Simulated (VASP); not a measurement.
Input of a VASP 6.6.1 run:

The input POSCAR:

```
PbS
1.0
    0.0000000000      2.9657500000      2.9657500000
    2.9657500000      0.0000000000      2.9657500000
    2.9657500000      2.9657500000      0.0000000000
Pb S
1 1
Direct
    0.0000000000      0.0000000000      0.0000000000
    0.5000000000      0.5000000000      0.5000000000
```

INCAR.step1

```
SYSTEM = PbS
  PREC = Accurate
  ENCUT = 600
  EDIFF = 1E-5
  ISMEAR = 0
  SIGMA = 0.05
  LREAL = .False.
  LASPH = .True.
  NELM = 60
  ALGO = Normal
  LWAVE = .True.
  LCHARG = .False.
  GGA = PE
```

INCAR.step2

```
SYSTEM = PbS
  PREC = Accurate
  ENCUT = 600
  EDIFF = 1E-7
  ISMEAR = 0
  SIGMA = 0.05
  LREAL = .False.
  LASPH = .True.
  NELM = 60
  ALGO = Normal
  ISIF = 3
  LWAVE = .False.
  LCHARG = .False.
  METAGGA = R2SCAN
  LHFCALC = .True.
  AEXX = 0.5
  LMIXTAU = .True.
  PRECFOCK = Fast
  HFRCUT = -1
  IBRION = 2
  NSW = 60
  EDIFFG = -0.005
  ISTART = 1
```

The input KPOINTS:

```
regular mesh
0
Gamma
  4 4 4
  0 0 0
```

Potentials or basis: VASP PAW PBE potentials, release 64 (Pb_d, S).

Command:

```bash
$ cat potpaw_PBE.64/Pb_d/POTCAR potpaw_PBE.64/S/POTCAR > POTCAR
$ cp INCAR.step1 INCAR
$ mpirun -np 1 vasp_std > vasp.out
$ cp INCAR.step2 INCAR
$ mpirun -np 1 vasp_std > vasp.out
```

(1) Estimate the band gap on the k mesh.

(2) Predict the space group after relaxing (to 0.05 Å).

(3) Predict the relaxed volume.

Answers

(1) 2.65 eV, direct.

(2) Fm-3m (No. 225).

(3) 26.27 Å³/atom.

Caveat: the k mesh is coarse (spacing up to 0.46 Å⁻¹), so the values aren't converged, least of all with exact exchange; the PAW data sets were made with another functional, which shifts forces and pressure a little; spin-orbit coupling is left out, which as a rule narrows the gap of such compounds by several tenths of an eV.
